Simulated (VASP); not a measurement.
Crystal: GaN.

```
Ga N
1.0
     0.00000    2.13524    2.13524
     2.13524    0.00000    2.13524
     2.13524    2.13524    0.00000
Ga N
1 1
Direct
  0.00000 0.00000 0.00000
  0.50000 0.50000 0.50000
```

Measurements of this composition are mostly on another form, of space group No. 186.

Base run:

```yaml
Program: VASP 6.6.1
Functional: r2SCAN
Potentials_or_basis: VASP PAW PBE potentials, release 64 (Ga_d, N)
Cutoff: 520 eV
k_mesh: 10 × 10 × 10
Occupations: gaussian, width 0.02 eV
Spin: no spin polarisation
```

Its results: band gap on the k mesh 0.92 eV, indirect (least direct gap 2.92 eV).

Task: The run is repeated on the same cell with these changes: functional from r2SCAN to PBE; potentials or basis from VASP PAW PBE potentials, release 64 (Ga_d, N) to VASP PAW PBE potentials, release 64 (Ga_d_GW, N_GW); cutoff from 520 eV to 450 eV. What comes out?

Result: Band gap on the k mesh 0.42 eV, indirect (least direct gap 2.36 eV).

A k mesh can miss the band edges.
